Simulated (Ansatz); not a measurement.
Crystal: Y.

```
Y
1.0
     0.00000    2.55199    2.55199
     2.55199    0.00000    2.55199
     2.55199    2.55199    0.00000
Y
1
Direct
  0.00000 0.00000 0.00000
```

This isn't the form of Y at room conditions, which is hcp.

| Item | Value |
| --- | --- |
| Program | Ansatz 0.2.0 |
| Task | single point |
| Functional | PBE |
| Potentials or basis | Ansatz PAW |
| Cutoff | 420 eV (not typed: the program's choice for these potentials) |
| k mesh | 9 × 9 × 9 |
| Occupations | fermi-dirac, width 0.05 eV |
| Spin | no spin polarisation |

On this cell: pressure -0.8 GPa; band gap on the k mesh none (metal or under the smearing width).

The same run follows on a disturbed copy (cell strained at random at fixed volume):

```xyz
1
Lattice="0.0263 2.5604 2.5849 2.5594 0.0461 2.5651 2.5799 2.5612 0.0256" Properties=species:S:1:pos:R:3 pbc="T T T"
Y     0.0025    0.0344    0.0210
```

Question: What changes?

Answer: The energy (extrapolated to zero smearing) moves by +2.2 meV/atom; pressure -0.8 GPa; band gap on the k mesh none (metal or under the smearing width).

Stress tensor (GPa, compression positive):
```
-0.87 -0.55 -0.08
-0.55 -0.67 -0.53
-0.08 -0.53 -0.92
```
